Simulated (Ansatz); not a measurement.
InP:

```
In P
1.0
     0.00000    2.93050    2.93050
     2.93050    0.00000    2.93050
     2.93050    2.93050    0.00000
In P
1 1
Direct
  0.00000 0.00000 0.00000
  0.75000 0.75000 0.75000
```

| Quantity | Value |
| --- | --- |
| Program | Ansatz 0.2.0 |
| Task | relaxation of cell and atoms |
| Functional | PBE |
| Potentials or basis | all-electron LAPW, scalar-relativistic |
| Basis error allowed | 0.001 eV/atom |
| k mesh | 8 × 8 × 8 |
| Occupations | fermi-dirac, width 0.05 eV |
| Spin | no spin polarisation |

At the start: volume 25.17 Å³/atom.

Where does the relaxation end?

Over 4 steps the energy falls by 12.8 meV/atom and the volume is 26.47 Å³/atom (+5.2 %); space group F-43m (No. 216, to 0.05 Å).

The path:
| step | energy change (eV) | largest force (eV/Å) | volume (Å³) |
| --- | --- | --- | --- |
| 1 | 0.0000 | 0.0000 | 50.33 |
| 2 | -0.0253 | 0.0000 | 53.21 |
| 3 | -0.0256 | 0.0000 | 52.94 |
| 4 | -0.0256 | 0.0000 | 52.94 |

Final structure:
```
In P
1.0
     0.00000    2.98016    2.98016
     2.98016    0.00000    2.98016
     2.98016    2.98016    0.00000
In P
1 1
Direct
  0.00000 0.00000 0.00000
  0.75000 0.75000 0.75000
```
